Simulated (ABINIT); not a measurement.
Runs of ABINIT 10.8.3 (patched build) on Ta. Symmetry: P6_3/mmc, No. 194, hexagonal system. The conventional cell has a = 2.900 Å, b = 2.900 Å, c = 5.166 Å, α = 90.00°, β = 90.00°, γ = 120.00°. Ta (site symmetry -6m2) is surrounded by 12 Ta at 2.90 to 3.08 Å. This isn't the form of Ta at room conditions, which is bcc.

| level | gap on the mesh (eV) | pressure (GPa) |
| --- | --- | --- |
| AM05 | none | (b) |
| r2SCAN | none | -3.6 |
| PBEsol | none | -7.6 |
| PW91 | none | -1.8 |
| SCAN | none | (c) |
| RPBE | none | (a) |
| LDA | none | -12.2 |
| BLYP | none | 4.5 |
| WC | none | -6.8 |
| revPBE | none | 0.8 |

Alike in all rows: task single point; potentials or basis JTH PAW PBE v2.0; no spin polarisation; cell as given; k mesh 11 × 11 × 5; cutoff (eV) 626; smearing fermi-dirac 0.05 eV.

Question: Fill in the values left out.

Answer: (a) 1.7; (b) -8.3; (c) -8.2.

Caveats: the PAW data sets were made with another functional, which shifts forces and pressure a little.

A k mesh can miss the band edges, and the runs leave out spin-orbit coupling on Ta.

A gap of «none» marks a metal or a gap under the smearing width.

Runs at the PBE level aren't shown here.
